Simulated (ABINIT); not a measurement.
Pd:

```
CELL_PARAMETERS angstrom
-1.57228 1.57228 1.57228
1.57228 -1.57228 1.57228
1.57228 1.57228 -1.57228
ATOMIC_POSITIONS crystal
Pd 0.00000 0.00000 0.00000
```

This isn't the form of Pd at room conditions, which is fcc.

```yaml
Program: ABINIT 10.8.3 (patched build)
Task: single point
Functional: PBE
Potentials_or_basis: JTH PAW PBE v2.0
Cutoff: 599 eV
k_mesh: 12 × 12 × 12
Occupations: fermi-dirac, width 0.05 eV
Spin: no spin polarisation
```

On this cell: pressure -1.5 GPa; band gap on the k mesh none (metal or under the smearing width).

The same run follows on a disturbed copy (cell strained at random at fixed volume):

```
CELL_PARAMETERS angstrom
-1.59918 1.54912 1.62845
1.60297 -1.50854 1.59166
1.57790 1.48727 -1.58787
ATOMIC_POSITIONS crystal
Pd 0.01291 0.99896 0.98783
```

Task: What changes?

Result: The energy (extrapolated to zero smearing) moves by +0.3 meV/atom; pressure -1.3 GPa; band gap on the k mesh none (metal or under the smearing width).

Stress tensor (GPa, compression positive):
```
-0.97  1.21 -0.40
 1.21 -2.20 -2.41
-0.40 -2.41 -0.62
```
